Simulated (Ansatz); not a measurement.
# Si: the cost of one run

Program: Ansatz 0.2.0. Level of theory: DFT r2SCAN, scalar-relativistic, plane waves, PAW. These are calculated values, not measurements.

1 further run of the same task is left out (set aside as unsound or not needed).

## Step 1: Starting point

It takes space group Fd-3m (No. 227, cubic). The conventional cell has a = 5.444 Å, b = 5.444 Å, c = 5.444 Å, α = 90.00°, β = 90.00°, γ = 90.00°. Si (site symmetry -43m) has 4 Si at 2.36 Å in its first shell of neighbours.

As a file:

```
CELL_PARAMETERS angstrom
0.00000 2.72211 2.72211
2.72211 0.00000 2.72211
2.72211 2.72211 0.00000
ATOMIC_POSITIONS crystal
Si 0.50000 0.50000 0.50000
Si 0.75000 0.75000 0.75000
```

This cell was relaxed beforehand with the same method: volume 20.17 Å³/atom, gap on the mesh 0.78 eV.

## Step 2: Zero of energy

Reference values: F = -1278.1301 eV; pressure 0.01 GPa; largest force 0.000 eV/Å; gap on the mesh 0.81 eV. It was computed beforehand with the settings of the runs below.

## Step 3: Breaking the symmetry

All atoms moved at random, sigma 0.02 Å a component. Displacements in the unstrained cell, with the mean shift removed:

```
atom  ux (Å)  uy (Å)  uz (Å)
 Si1  -0.030   0.014  -0.035
 Si2   0.030  -0.014   0.035
```

## Step 4: Single point of the disturbed structure

input.yaml

```yaml
crystal:
  lattice:
    - [0.0, 2.7221053415, 2.7221053415]
    - [2.7221053415, 0.0, 2.7221053415]
    - [2.7221053415, 2.7221053415, 0.0]
  atoms:
    - { symbol: Si, position: [0.5017133285, 0.4854384084, 0.5035848285] }
    - { symbol: Si, position: [0.7482866715, 0.7645615916, 0.7464151715] }
basis:
  ecutwfc: 500
kpoints:
  mp_grid: { grid: [8, 8, 8] }
hamiltonian:
  xc: r2scan
scf:
  occupations: { method: gaussian, width: 0.05 }
output:
  forces: true
  stress: true
  eigenvalues: true
```

On the command line:

```bash
ansatz run input.yaml --threads 2 --pin off --max-ram 5120MiB --backend cpu --events-out ev --progress --plain --runs-dir out
```

What time and memory should one allow on 2 threads of AMD EPYC 9R45 (Zen 5), shared host?

About 2.6 s, with a peak of 0.56 GiB.
